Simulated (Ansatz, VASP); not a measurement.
**Ca2O3: VASP beside Ansatz**

Contents of INCAR:

```
SYSTEM = Ca2O3
  ALGO = Normal
  EDIFF = 1E-6
  EDIFFG = -0.01
  ENCUT = 600
  GGA = PE
  IBRION = 2
  ISIF = 3
  ISMEAR = 0
  LASPH = .True.
  LCHARG = .False.
  LREAL = .False.
  LWAVE = .False.
  NELM = 100
  NSW = 100
  PREC = Accurate
  SIGMA = 0.1
```

The input KPOINTS:

```
k-points
0
Gamma
  8 8 8
  0 0 0
```

File POSCAR:

```
Ca2O3
1.0
    5.4772086700      0.0000000000      0.0000000000
    0.0000000000      5.4772086700      0.0000000000
    0.0000000000      0.0000000000      5.4772086700
Ca O
4 6
Direct
    0.2500000000      0.2500000000      0.2500000000
    0.2500000000      0.7500000000      0.7500000000
    0.7500000000      0.7500000000      0.2500000000
    0.7500000000      0.2500000000      0.7500000000
    0.0000000000      0.5000000000      0.5000000000
    0.0000000000      0.5000000000      0.0000000000
    0.5000000000      0.0000000000      0.5000000000
    0.0000000000      0.0000000000      0.5000000000
    0.5000000000      0.0000000000      0.0000000000
    0.5000000000      0.5000000000      0.0000000000
```

Input for Ansatz:

```yaml
crystal:
  lattice:
    - [5.47720867, 0.0, 0.0]
    - [0.0, 5.47720867, 0.0]
    - [0.0, 0.0, 5.47720867]
  atoms:
    - { symbol: Ca, position: [0.25, 0.25, 0.25] }
    - { symbol: Ca, position: [0.25, 0.75, 0.75] }
    - { symbol: Ca, position: [0.75, 0.75, 0.25] }
    - { symbol: Ca, position: [0.75, 0.25, 0.75] }
    - { symbol: O, position: [0.0, 0.5, 0.5] }
    - { symbol: O, position: [0.0, 0.5, 0.0] }
    - { symbol: O, position: [0.5, 0.0, 0.5] }
    - { symbol: O, position: [0.0, 0.0, 0.5] }
    - { symbol: O, position: [0.5, 0.0, 0.0] }
    - { symbol: O, position: [0.5, 0.5, 0.0] }
basis:
  ecutwfc: 420
kpoints:
  mp_grid: { grid: [8, 8, 8] }
hamiltonian:
  xc: pbe
scf:
  occupations: { method: gaussian, width: 0.1 }
output:
  forces: true
  stress: true
  eigenvalues: true
  write_density: true
  write_potential: true
  elf: true
  volumetric_format: npy
relax:
  adjacent_minimum: "off"
  f_tol: 0.01
  max_steps: 80
  cell: { stress_tol: 0.05 }
```

Change from the starting cell: species swapped into the Zn3P2 type (Pn-3m, No. 224).

Alike in both runs: task relaxation of cell and atoms; functional PBE; k mesh 8 × 8 × 8; occupations gaussian, width 0.1 eV; no spin polarisation.

```csv
,VASP,Ansatz
version,VASP 6.6.1,Ansatz 0.2.0
potentials or method,"VASP PAW PBE potentials, release 64 (Ca_sv, O)","scalar-relativistic, plane waves, PAW"
plane-wave cutoff (eV),600,420
valence electrons in the cell,76,76
```

Ansatz gave:

| Item | Value |
| --- | --- |
| gap on the k mesh at the Fermi level, each at its own relaxed structure (eV) | none |
| relaxed volume (Å³/atom) | 15.97 |
| relaxed cell length with the largest relative difference (Å) | 5.426 |
| energy change over the relaxation (meV/atom) | -3 |

Task: Which values does VASP return?

Result: gap on the k mesh at the Fermi level, each at its own relaxed structure (eV): none; relaxed volume (Å³/atom): 16.03; relaxed cell length with the largest relative difference (Å): 5.433; energy change over the relaxation (meV/atom): -2.

A gap of «none» marks a metal or a gap that the smearing closes.
